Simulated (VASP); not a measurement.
**BP: relaxation of the atoms with r2SCAN**

The system is BP.

```
B P
1.0
     0.00000    2.21976    2.21976
     2.21976    0.00000    2.21976
     2.21976    2.21976    0.00000
B P
1 1
Direct
  0.00000 0.00000 0.00000
  0.25000 0.25000 0.25000
```

The cell isn't the ideal one: a relaxed cell with its volume scaled by 0.94.

```yaml
Program: VASP 6.6.1
Task: relaxation of the atoms
Functional: r2SCAN
Potentials_or_basis: VASP PAW PBE potentials, release 64 (B, P)
Cutoff: 600 eV
k_mesh: 10 × 10 × 10
Occupations: gaussian, width 0.03 eV
Spin: no spin polarisation
Further_INCAR_settings: ALGO = Normal; EDIFF = 1e-07; IBRION = 2; EDIFFG = -0.01; NSW = 40
```

- Pressure after relaxing: 11.8 GPa
- Band gap on the k mesh: 1.36 eV, indirect (least direct gap 3.75 eV)

Final structure:
```
B P
1.0
     0.00000    2.21976    2.21976
     2.21976    0.00000    2.21976
     2.21976    2.21976    0.00000
B P
1 1
Direct
  0.00000 0.00000 0.00000
  0.25000 0.25000 0.25000
```

Levels at points of the mesh, in eV from the valence-band top:
```tsv
k point	band 1	band 2	band 3	band 4	band 5	band 6	band 7	band 8
(0.00, 0.00, 0.00)	-16.88	0.00	0.00	0.00	3.75	3.75	3.75	9.09
(0.50, 0.00, 0.00)	-13.12	-10.00	-1.95	-1.95	4.56	5.07	5.07	11.17
(0.50, 0.50, 0.00)	-11.35	-9.49	-4.59	-4.59	1.41	1.85	13.72	13.72
```

It took 32 s on 1 thread of Intel(R) Xeon(R) 6975P-C (Granite Rapids) (shared host), peak memory 0.15 GiB.

Caveat: the relaxation stopped at its first step, so nothing moved; the PAW data sets were made with another functional, which shifts forces and pressure a little. A k mesh can miss the band edges.
